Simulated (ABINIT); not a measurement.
Here is an ABINIT 10.8.3 (patched build) calculation.

Contents of run.abi:

```
pp_dirpath "./"
pseudos "Sn.upf, Se.upf"

acell 8.044153707 8.044153707 8.044153707
rprim
     0.0000000000     0.7071067812     0.7071067812
     0.7071067812     0.0000000000     0.7071067812
     0.7071067812     0.7071067812     0.0000000000
ntypat 2
znucl 50 34
natom 2
typat 1 2
xred
     0.0000000000     0.0000000000     0.0000000000
     0.5000000000     0.5000000000     0.5000000000

ecut 40.0

kptopt 1
ngkpt 6 6 6
nshiftk 1
shiftk 0.0 0.0 0.0

ixc 7

nband 19
occopt 3
tsmear 0.00183747

nstep 100
tolvrs 1.0e-10

iomode 3
prtwf 0
prteig 0
prtebands 0
enunit 1
prtvol 2
prtden 1
prtvha 1
prtvclmb 1
prtpot 1
prtelf 1
```

Potentials or basis: PseudoDojo NC SR LDA v0.4.1 standard.

Run with:

```console
$ abinit run.abi > log 2>&1
```

Problem. Predict the band gap on the k mesh.

Solution. 0.60 eV, direct.

Problem. Estimate the pressure.

Solution. -3.8 GPa.

Caveat: spin-orbit coupling is left out, which moves the levels of the heavy elements. A k mesh can miss the band edges.
